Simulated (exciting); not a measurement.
## Core excitons at the O K edge of CaO (Lime)

How far do the exchange and direct terms reshape the O K edge of CaO (Lime)?

Method: X-ray absorption, core-level Bethe-Salpeter equation, exchange and statically screened direct term, Tamm-Dancoff, all-electron LAPW+lo LDA, in exciting sodium.

### 1. The structure

The structure is cubic, space group Fm-3m (No. 225). Conventional cell: a = 4.813 Å, b = 4.813 Å, c = 4.813 Å, α = 90.00°, β = 90.00°, γ = 90.00°. Nearest to Ca lie 6 O at 2.41 Å. Nearest to O lie 6 Ca at 2.41 Å. Farther neighbours and most contacts between anions are not listed.

Structure file:

```
Ca O
1.0
     0.00000    2.40650    2.40650
     2.40650    0.00000    2.40650
     2.40650    2.40650    0.00000
Ca O
1 1
Direct
  0.00000 0.00000 0.00000
  0.50000 0.50000 0.50000
```

Differences between curves are given as r.m.s. difference over r.m.s. height.

### 2. The self-consistent potential

The species files are the program's own, with muffin-tin radii set in the input.

The input, input.xml:

```
<input>
  <title>CaO</title>
  <structure speciespath="." autormt="false" epslat="1.0e-5">
    <crystal>
      <basevect>0.0000000000 4.5476259181 4.5476259181</basevect>
      <basevect>4.5476259181 0.0000000000 4.5476259181</basevect>
      <basevect>4.5476259181 4.5476259181 0.0000000000</basevect>
    </crystal>
    <species speciesfile="Ca.xml" rmt="2.464">
      <atom coord="0.0000000000 0.0000000000 0.0000000000"/>
    </species>
    <species speciesfile="O.xml" rmt="1.947">
      <atom coord="0.5000000000 0.5000000000 0.5000000000"/>
    </species>
  </structure>
  <groundstate do="fromscratch" xctype="LDA_PW" ngridk="5 5 5" rgkmax="7" gmaxvr="14" nempty="8" swidth="0.001" maxscl="100" epsengy="1e-5"/>
</input>
```

Command:

```bash
OMP_NUM_THREADS=1 mpirun -n 4 exciting
```

Numbers of over 12 decimals in the logs are rounded to 6 here.

The program printed:

```text
EXCITING SODIUM started
********************************************************************************
* Ground-state run starting from atomic densities                              *
********************************************************************************
+ Starting initialization                                                      +
[... lattice and species ...]
 Spin treatment                             :    spin-unpolarised
 Number of Bravais lattice symmetries       :      48
[...]
+ Self-consistent loop stopped                                                 +
 STATE.OUT is written
********************************************************************************
* Groundstate module stopped                                                   *
********************************************************************************
 Total time spent (seconds)                 :        10.45
- CAUTION! Warnings have been written in file WARNING.OUT !                    -
| EXCITING SODIUM stopped                                                      =
[key lines of the parts left out:]
Total energy                               :      -753.74382772
Fermi energy                               :         0.17949125
```

It took 12 s on 4 MPI ranks of Arm Neoverse V1, shared host.

The warnings file holds hints only, no warning.

The mesh shows a gap of 3.68 eV. Core levels (Dirac, from the valence top):

| atom | level | energy (eV) |
| --- | --- | --- |
| Ca | 1s1/2 | -3927.5 |
| Ca | 2s1/2 | -402.9 |
| Ca | 2p1/2 | -326.9 |
| Ca | 2p3/2 | -323.2 |
| O | 1s1/2 | -499.4 |

### 3. A richer basis for the empty states

Each species file gets more local orbitals, built from u and its energy derivative at 0.15 Ha and u at 0.9 Ha.

input.xml is that of step 2.

The input, SPECIES.xml, added lines:

```
<lo l="L">  <!-- L = 0, 1, 2 -->
  <wf matchingOrder="0" trialEnergy="0.1500" searchE="false"/>
  <wf matchingOrder="1" trialEnergy="0.1500" searchE="false"/>
  <wf matchingOrder="0" trialEnergy="0.9000" searchE="false"/>
</lo>
```

Command:

```bash
OMP_NUM_THREADS=1 mpirun -n 4 exciting
```

The program printed:

```text
EXCITING SODIUM started
********************************************************************************
* Ground-state run starting from atomic densities                              *
********************************************************************************
+ Starting initialization                                                      +
[... lattice and species ...]
 Spin treatment                             :    spin-unpolarised
 Number of Bravais lattice symmetries       :      48
[...]
+ Self-consistent loop stopped                                                 +
 STATE.OUT is written
********************************************************************************
* Groundstate module stopped                                                   *
********************************************************************************
 Total time spent (seconds)                 :        10.44
- CAUTION! Warnings have been written in file WARNING.OUT !                    -
| EXCITING SODIUM stopped                                                      =
[key lines of the parts left out:]
Total energy                               :      -753.74495958
Fermi energy                               :         0.18009393
```

Elapsed: 12 s, on 4 MPI ranks.

Against the first ground state the total energy moves by -15 meV an atom and the gap by -0.01 eV.

### 4. Screening, kernels and BSE for O atom 2

The absorber has 6 Ca at 2.41 Å (octahedral, site symmetry m-3m).

Changes to input.xml since step 3:

```diff
@@ -15,3 +15,20 @@
   </structure>
-  <groundstate do="fromscratch" xctype="LDA_PW" ngridk="5 5 5" rgkmax="7" gmaxvr="14" nempty="8" swidth="0.001" maxscl="100" epsengy="1e-5"/>
+  <groundstate do="skip" xctype="LDA_PW" ngridk="5 5 5" rgkmax="7" gmaxvr="14" nempty="8" swidth="0.001" maxscl="100" epsengy="1e-5"/>
+  <xs xstype="BSE" ngridk="5 5 5" ngridq="5 5 5" vkloff="0.097 0.273 0.493" rgkmax="7" nempty="22" gqmax="3" lmaxapwwf="5" lmaxemat="2" broad="0.01654" tevout="true">
+    <energywindow intv="18.042 19.659" points="439"/>
+    <screening screentype="full" nempty="37"/>
+    <BSE xas="true" xasspecies="2" xasatom="1" xasedge="K" bsetype="singlet" nstlxas="1 18"/>
+    <qpointset>
+      <qpoint>0 0 0</qpoint>
+    </qpointset>
+    <plan>
+      <doonly task="xsgeneigvec"/>
+      <doonly task="writepmatxs"/>
+      <doonly task="scrgeneigvec"/>
+      <doonly task="scrwritepmat"/>
+      <doonly task="screen"/>
+      <doonly task="scrcoulint"/>
+      <doonly task="exccoulint"/>
+    </plan>
+  </xs>
 </input>
```

The input, input.xml for the last start (plan only):

```
  <plan>
    <doonly task="bse"/>
  </plan>
```

Command:

```bash
OMP_NUM_THREADS=1 mpirun -n 4 exciting
OMP_NUM_THREADS=4 exciting
```

The program printed:

```text
| EXCITING SODIUM started for task xsgeneigvec ( 301)                          =
One-shot GS runs for BSE calculations
One-shot GS runs for k+qmt/2 grids
Info(xsgeneigvec): Generating eigenvectors for Q-point      1
Info(xsgeneigvec): Generation of eigenvectors finished
| EXCITING SODIUM started for task writepmatxs ( 320)                          =
Info(writepmatxs): Momentum matrix elements finished
| EXCITING SODIUM started for task scrgeneigvec ( 401)                         =
One-shot GS runs for BSE calculations
One-shot GS runs for k+qmt/2 grids
[...]
Info(setup_bse_block): Setting up RR part of hamiltonian
Info(setup_bse_block): Singlet spin state
Info(bse): Diagonalizing RR Hamiltonian (TDA)
Info(bse): Invoking Lapack routine ZHEEVR
      4500 eigen solutions found in the interval:
         i1=       1 i2=    4500
Info(bse): Writing excition energies and oscillator strengths to text file.
Info(makespectrum_dist): Making spectrum using formula for coupling with time reversed AR basis.
Info(makespectrum_dist): Using formalism for vanishing momentum transfer.
Info(writederived): Writing quantities derived from the macroscopic dielectric function.
Info(bselauncher): Spectrum finished for iqmt=  1
Info(bselauncher): All done for BSE type singlet
```

Wall time 7.7 min (4 MPI ranks).

Wall time by task: xsgeneigvec 2.7 s, writepmatxs 5.5 s, scrgeneigvec 2.1 s, scrwritepmat 1.7 s, screen 40 s, scrcoulint 3.5 min, exccoulint 2.2 min, bse 60 s.

The O K spectrum of O atom 2 (energy from the Kohn–Sham onset, core level to the lowest empty state found on the meshes used, 502.85 eV; the shifted mesh sets it, since it comes nearer the band minimum than the ground-state mesh; Im ε scaled to the maximum of the singlet run; cut below the end of the band set):

| E (eV) | Im ε |
| --- | --- |
| -4.0 | 0.02 |
| -3.5 | 0.03 |
| -3.0 | 0.03 |
| -2.5 | 0.04 |
| -2.0 | 0.06 |
| -1.5 | 0.09 |
| -1.0 | 0.15 |
| -0.5 | 0.31 |
| 0.0 | 0.68 |
| 0.5 | 0.98 |
| 1.0 | 0.91 |
| 1.5 | 0.68 |
| 2.0 | 0.52 |
| 2.5 | 0.44 |
| 3.0 | 0.43 |
| 3.5 | 0.50 |
| 4.0 | 0.50 |
| 4.5 | 0.39 |
| 5.0 | 0.34 |
| 5.5 | 0.27 |
| 6.0 | 0.23 |
| 6.5 | 0.22 |
| 7.0 | 0.20 |
| 7.5 | 0.19 |
| 8.0 | 0.20 |
| 8.5 | 0.29 |
| 9.0 | 0.34 |
| 9.5 | 0.21 |
| 10.0 | 0.15 |
| 10.5 | 0.13 |
| 11.0 | 0.12 |
| 11.5 | 0.12 |
| 12.0 | 0.12 |
| 12.5 | 0.15 |
| 13.0 | 0.19 |
| 13.5 | 0.14 |
| 14.0 | 0.09 |
| 14.5 | 0.07 |
| 15.0 | 0.08 |
| 15.5 | 0.09 |
| 16.0 | 0.10 |
| 16.5 | 0.10 |
| 17.0 | 0.11 |
| 17.5 | 0.12 |
| 18.0 | 0.11 |
| 18.5 | 0.13 |
| 19.0 | 0.16 |
| 19.5 | 0.22 |
| 20.0 | 0.29 |
| 20.5 | 0.34 |
| 21.0 | 0.33 |
| 21.5 | 0.33 |
| 22.0 | 0.36 |
| 22.5 | 0.41 |

Maxima (height): 0.6 eV (1.00), 3.7 eV (0.53), 8.9 eV (0.34), 13.1 eV (0.19) and 22.5 eV (0.41).

The Hamiltonian has 4500 rows. The lowest groups of eigenvalues and the brightest ones, on the scale above. Core spinors bring spin-forbidden partners, so dark means forbidden by spin or by symmetry, and the shifted mesh splits states that symmetry would keep together:

| energy (eV) | states within 10 meV | relative strength |
| --- | --- | --- |
| -0.702 | 2 | 0.0078 |
| -0.556 | 2 | 0.0057 |
| -0.538 | 2 | 0.012 |
| -0.265 | 2 | 0.29 |
| -0.224 | 4 | 0.12 |
| -0.151 | 2 | 0.044 |
| -0.016 | 2 | 0.61 |
| 0.111 | 2 | 0.71 |
| 0.307 | 2 | 0.54 |
| 0.619 | 2 | 0.63 |
| 0.656 | 2 | 1.00 |
| 0.699 | 2 | 0.59 |
| 0.710 | 2 | 0.68 |

### 5. Independent particles

Changes to input.xml since step 4:

```diff
@@ -19,3 +19,3 @@
     <screening screentype="full" nempty="37"/>
-    <BSE xas="true" xasspecies="2" xasatom="1" xasedge="K" bsetype="singlet" nstlxas="1 18"/>
+    <BSE xas="true" xasspecies="2" xasatom="1" xasedge="K" bsetype="IP" nstlxas="1 18"/>
     <qpointset>
@@ -24,9 +24,3 @@
     <plan>
-      <doonly task="xsgeneigvec"/>
-      <doonly task="writepmatxs"/>
-      <doonly task="scrgeneigvec"/>
-      <doonly task="scrwritepmat"/>
-      <doonly task="screen"/>
-      <doonly task="scrcoulint"/>
-      <doonly task="exccoulint"/>
+      <doonly task="bse"/>
     </plan>
```

Command:

```bash
OMP_NUM_THREADS=4 exciting
```

The program printed:

```text
| EXCITING SODIUM started for task bse ( 445)                                  =
Info(bselauncher): Init time:    0.436625
Info(bselauncher): Setting up and diagonalizing BSE Hamiltonian.
Info(bselauncher): Using momentum transfer vectors from list :   1 to  1
Info(bselauncher): Distributing qmt-points over   1 processes.
Info(bselauncher): BSE type: IP
Info(bselauncher): Momentum transfer list index: iqmt=  1
Info(bselauncher): Momentum transfer: vqmtl=   0.000   0.000   0.000
Info(bse): Inspecting occupations...
Info(setranges_modxs): Number of non-reduced k-points:      125
[...]
highest unoccupied state:  26
  Opening gap with a scissor of:      0.000/H      0.000/eV
Info(select_transitions): Number of participating transitions:    4500
Info(bse): Selecting transitions...
Info(bse):bsegap (eV):   502.853477
Info(bse): IP requested, nothing much to do
Info(bse): Writing excition energies and oscillator strengths to text file.
Info(makespectrum_dist): Making spectrum using formula for coupling with time reversed AR basis.
Info(makespectrum_dist): Using formalism for vanishing momentum transfer.
Info(writederived): Writing quantities derived from the macroscopic dielectric function.
Info(bselauncher): Spectrum finished for iqmt=  1
Info(bselauncher): All done for BSE type IP
```

The job ended after 1.5 s (4 threads).

Maxima (height): 3.7 eV (0.52), 5.0 eV (0.42), 6.5 eV (0.54), 10.2 eV (0.38) and 14.0 eV (0.27); 1 lower ones aren't listed. The spectrum differs from the singlet run by 71 % r.m.s. Moving the earlier curve by +2.8 eV leaves 37 %. The highest maximum lies at 6.5 eV (0.54), against 0.6 eV (1.00).

### 6. Exchange alone

Changes to input.xml since step 5:

```diff
@@ -19,3 +19,3 @@
     <screening screentype="full" nempty="37"/>
-    <BSE xas="true" xasspecies="2" xasatom="1" xasedge="K" bsetype="IP" nstlxas="1 18"/>
+    <BSE xas="true" xasspecies="2" xasatom="1" xasedge="K" bsetype="RPA" nstlxas="1 18"/>
     <qpointset>
```

Command:

```bash
OMP_NUM_THREADS=4 exciting
```

The program printed:

```text
| EXCITING SODIUM started for task bse ( 445)                                  =
Info(bselauncher): Init time:    0.414046
Info(bselauncher): Setting up and diagonalizing BSE Hamiltonian.
Info(bselauncher): Using momentum transfer vectors from list :   1 to  1
Info(bselauncher): Distributing qmt-points over   1 processes.
Info(bselauncher): BSE type: RPA
Info(bselauncher): Momentum transfer list index: iqmt=  1
Info(bselauncher): Momentum transfer: vqmtl=   0.000   0.000   0.000
Info(bse): Inspecting occupations...
Info(setranges_modxs): Number of non-reduced k-points:      125
[...]
Info(setup_bse_block): Setting up RR part of hamiltonian
Info(setup_bse_block): Using RPA approximation
Info(bse): Diagonalizing RR Hamiltonian (TDA)
Info(bse): Invoking Lapack routine ZHEEVR
      4500 eigen solutions found in the interval:
         i1=       1 i2=    4500
Info(bse): Writing excition energies and oscillator strengths to text file.
Info(makespectrum_dist): Making spectrum using formula for coupling with time reversed AR basis.
Info(makespectrum_dist): Using formalism for vanishing momentum transfer.
Info(writederived): Writing quantities derived from the macroscopic dielectric function.
Info(bselauncher): Spectrum finished for iqmt=  1
Info(bselauncher): All done for BSE type RPA
```

It took 62 s on 4 threads.

Maxima (height): 3.7 eV (0.51), 5.0 eV (0.42), 6.5 eV (0.54), 10.2 eV (0.38) and 14.0 eV (0.27); 1 lower ones aren't listed. Against the independent-particle run the r.m.s. difference is 2 %.

### 7. Local-field cutoff

Changed against the first singlet run: cutoff of the kernels (bohr⁻¹) from 3 to 2.

Changes to input.xml since step 6:

```diff
@@ -16,6 +16,6 @@
   <groundstate do="skip" xctype="LDA_PW" ngridk="5 5 5" rgkmax="7" gmaxvr="14" nempty="8" swidth="0.001" maxscl="100" epsengy="1e-5"/>
-  <xs xstype="BSE" ngridk="5 5 5" ngridq="5 5 5" vkloff="0.097 0.273 0.493" rgkmax="7" nempty="22" gqmax="3" lmaxapwwf="5" lmaxemat="2" broad="0.01654" tevout="true">
+  <xs xstype="BSE" ngridk="5 5 5" ngridq="5 5 5" vkloff="0.097 0.273 0.493" rgkmax="7" nempty="22" gqmax="2" lmaxapwwf="5" lmaxemat="2" broad="0.01654" tevout="true">
     <energywindow intv="18.042 19.659" points="439"/>
     <screening screentype="full" nempty="37"/>
-    <BSE xas="true" xasspecies="2" xasatom="1" xasedge="K" bsetype="RPA" nstlxas="1 18"/>
+    <BSE xas="true" xasspecies="2" xasatom="1" xasedge="K" bsetype="singlet" nstlxas="1 18"/>
     <qpointset>
@@ -24,3 +24,6 @@
     <plan>
-      <doonly task="bse"/>
+      <doonly task="xsgeneigvec"/>
+      <doonly task="screen"/>
+      <doonly task="scrcoulint"/>
+      <doonly task="exccoulint"/>
     </plan>
```

The input, input.xml for the last start (plan only):

```
  <plan>
    <doonly task="bse"/>
  </plan>
```

Command:

```bash
OMP_NUM_THREADS=1 mpirun -n 4 exciting
OMP_NUM_THREADS=4 exciting
```

The program printed:

```text
| EXCITING SODIUM started for task xsgeneigvec ( 301)                          =
One-shot GS runs for BSE calculations
One-shot GS runs for k+qmt/2 grids
Info(xsgeneigvec): Generating eigenvectors for Q-point      1
Info(xsgeneigvec): Generation of eigenvectors finished
| EXCITING SODIUM started for task screen ( 430)                               =
Info(screenlauncher): Calculating screening for unshifted q-grid.
Info(screenlauncher): Number of q points:      10
Info(screenlauncher): lowest (partially)  unoccupied state:      9
[...]
Info(setup_bse_block): Setting up RR part of hamiltonian
Info(setup_bse_block): Singlet spin state
Info(bse): Diagonalizing RR Hamiltonian (TDA)
Info(bse): Invoking Lapack routine ZHEEVR
      4500 eigen solutions found in the interval:
         i1=       1 i2=    4500
Info(bse): Writing excition energies and oscillator strengths to text file.
Info(makespectrum_dist): Making spectrum using formula for coupling with time reversed AR basis.
Info(makespectrum_dist): Using formalism for vanishing momentum transfer.
Info(writederived): Writing quantities derived from the macroscopic dielectric function.
Info(bselauncher): Spectrum finished for iqmt=  1
Info(bselauncher): All done for BSE type singlet
```

It took 4.5 min on 4 MPI ranks.

These settings are cheaper. Against the singlet run the r.m.s. difference is 11 %. The highest maximum lies at 0.8 eV (0.89), against 0.6 eV (1.00). The kernels miss the short-range part of the Coulomb interaction, its components above their cutoff.

| E (eV) | first run | this run |
| --- | --- | --- |
| -4.0 | 0.02 | 0.02 |
| -3.0 | 0.03 | 0.03 |
| -2.0 | 0.06 | 0.05 |
| -1.0 | 0.15 | 0.12 |
| 0.0 | 0.68 | 0.52 |
| 1.0 | 0.91 | 0.87 |
| 2.0 | 0.52 | 0.54 |
| 3.0 | 0.43 | 0.42 |
| 4.0 | 0.50 | 0.52 |
| 5.0 | 0.34 | 0.37 |
| 6.0 | 0.23 | 0.25 |
| 7.0 | 0.20 | 0.21 |
| 8.0 | 0.20 | 0.20 |
| 9.0 | 0.34 | 0.36 |
| 10.0 | 0.15 | 0.16 |
| 11.0 | 0.12 | 0.13 |
| 12.0 | 0.12 | 0.13 |
| 13.0 | 0.19 | 0.20 |
| 14.0 | 0.09 | 0.10 |
| 15.0 | 0.08 | 0.08 |
| 16.0 | 0.10 | 0.10 |
| 17.0 | 0.11 | 0.12 |
| 18.0 | 0.11 | 0.12 |
| 19.0 | 0.16 | 0.17 |
| 20.0 | 0.29 | 0.30 |
| 21.0 | 0.33 | 0.35 |
| 22.0 | 0.36 | 0.38 |

[end of part 1 of 2]

[Banner, clock and machine lines of the logs are left out without a mark of their own.]

[Logs are printed without paths, hosts, clocks, repeated set-up lines and the standing remarks that a program may print on its own settings, such as how far it seeks lower states.]

[Hosts, paths, dates, database ids (printed as entryN), source tags and the programs' standing remarks are cut or masked in the printed files.]
